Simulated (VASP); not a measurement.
Crystal: TiO2.

```xyz
6
Lattice="4.5998 0.0000 0.0000 0.0000 4.5998 0.0000 0.0000 0.0000 2.9592" Properties=species:S:1:pos:R:3 pbc="T T T"
Ti    0.0000    0.0000    1.4796
Ti    2.2999    2.2999    0.0000
O     1.3998    1.3998    1.4796
O     0.9001    3.6997    0.0000
O     3.6997    0.9001    0.0000
O     3.2000    3.2000    1.4796
```

The cell is a database's computed one.

| Property | Result |
| --- | --- |
| Program | VASP 6.6.1 |
| Task | relaxation of cell and atoms |
| Functional | vdW-DF |
| Potentials or basis | VASP PAW PBE potentials, release 64 (Ti_sv, O) |
| Cutoff | 600 eV |
| k mesh | 6 × 6 × 9 |
| Occupations | fermi-dirac, width 0.05 eV |
| Spin | no spin polarisation |

At the start: pressure 10.9 GPa; volume 10.44 Å³/atom.

Where does the relaxation end?

Over 6 steps the energy falls by 16.4 meV/atom and the volume is 10.95 Å³/atom (+4.9 %); space group P4_2/mnm (No. 136, to 0.05 Å).

Step by step:
| step | energy change (eV) | largest force (eV/Å) | pressure (GPa) | volume (Å³) |
| --- | --- | --- | --- | --- |
| 1 | 0.0000 | 0.1322 | 10.89 | 62.61 |
| 2 | 0.0420 | 0.3774 | -10.66 | 69.26 |
| 3 | -0.0946 | 0.1277 | 0.01 | 65.52 |
| 4 | -0.0946 | 0.1231 | 0.20 | 65.46 |
| 5 | -0.0979 | 0.0396 | 0.12 | 65.60 |
| 6 | -0.0984 | 0.0068 | 0.11 | 65.68 |

Final structure:
```yaml
crystal:
  lattice:
    - [4.68273, 0.00000, 0.00000]
    - [0.00000, 4.68273, 0.00000]
    - [0.00000, 0.00000, 2.99528]
  atoms:
    - { symbol: Ti, position: [0.00000, 0.00000, 0.50000] }
    - { symbol: Ti, position: [0.50000, 0.50000, 0.00000] }
    - { symbol: O, position: [0.30511, 0.30511, 0.50000] }
    - { symbol: O, position: [0.19489, 0.80511, 0.00000] }
    - { symbol: O, position: [0.80511, 0.19489, 0.00000] }
    - { symbol: O, position: [0.69489, 0.69489, 0.50000] }
```

Caveat: the PAW data sets were made with another functional, which shifts forces and pressure a little.
